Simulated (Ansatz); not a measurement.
Relaxing Bi₂Te

Method: Ansatz 0.2.0, DFT r2SCAN, scalar-relativistic, plane waves, PAW. Cutoff 500 eV, Γ-centred k mesh, Gaussian smearing, no spin polarisation in the final step.

A relaxed cell is given with its space group left out.

```yaml
crystal:
  lattice:
    - [-4.14238, 4.14238, 3.09452]
    - [4.14238, -4.14238, 3.09452]
    - [4.14238, 4.14238, -3.09452]
  atoms:
    - { symbol: Bi, position: [0.37500, 0.62500, 0.75000] }
    - { symbol: Bi, position: [0.87500, 0.62500, 0.25000] }
    - { symbol: Bi, position: [0.37500, 0.12500, 0.75000] }
    - { symbol: Bi, position: [0.37500, 0.62500, 0.25000] }
    - { symbol: Te, position: [0.00000, 0.00000, 0.00000] }
    - { symbol: Te, position: [0.75000, 0.25000, 0.50000] }
```

Formation energies are uncorrected and refer to the elements' standard structures at the same level.

What space group does it have?

I4_1/amd (No. 141). Conventional cell: a = 8.285 Å, c = 6.189 Å. Bi has 2 Te at 3.11 Å and 4 Bi at 3.31 Å; around Te lie 4 Bi at 3.11 Å.

What is its formation energy per atom?

-0.05 eV/atom.

Is it a metal?

Yes, bands cross the Fermi level on the 8×8×8 mesh.

The final run used a 8×8×8 mesh on its 6-atom cell and 0.10 eV smearing. The k mesh leaves about 4 meV/atom of noise in metals. Spin–orbit coupling is left out.

Cost: 2 runs of about 21 core-minutes in all, on Arm Neoverse V1 (shared hosts).